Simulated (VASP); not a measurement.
AlCu, 2 atoms in the cell. The structure is cubic, space group Pm-3m (No. 221). Conventional cell: a = 2.961 Å, b = 2.961 Å, c = 2.961 Å, α = 90.00°, β = 90.00°, γ = 90.00°. Around Al (site symmetry m-3m) lie 8 Cu at 2.56 Å. Cu (site symmetry m-3m) has 8 Al at 2.56 Å as nearest neighbours. The cell comes from a database or a generator and needn't be the stable form of this composition.

```yaml
Program: VASP 6.6.1
Task: single point
Functional: PBEsol
Potentials_or_basis: VASP PAW PBE potentials, release 64 (Al, Cu)
Cutoff: 520 eV
k_mesh: 6 × 6 × 6, shifted
Occupations: gaussian, width 0.02 eV
Spin: no spin polarisation
Dipole_correction: no
Further_INCAR_settings: ALGO = Normal; EDIFF = 1e-07; NBANDS = 14
```

Potentials or basis: VASP PAW PBE potentials, release 64 (Al, Cu).

Run with:

```console
$ cat potpaw_PBE.64/Al/POTCAR potpaw_PBE.64/Cu/POTCAR > POTCAR
$ mpirun -np 1 vasp_std > vasp.out
```

Hardware: 1 thread of Intel(R) Xeon(R) 6975P-C (Granite Rapids), on a shared host.

Task: How long does it take, and how much memory?

Result: It took 4.6 s on 1 thread of Intel(R) Xeon(R) 6975P-C (Granite Rapids) (shared host), peak memory 0.13 GiB. Counts: scf iterations 15, k points 10.
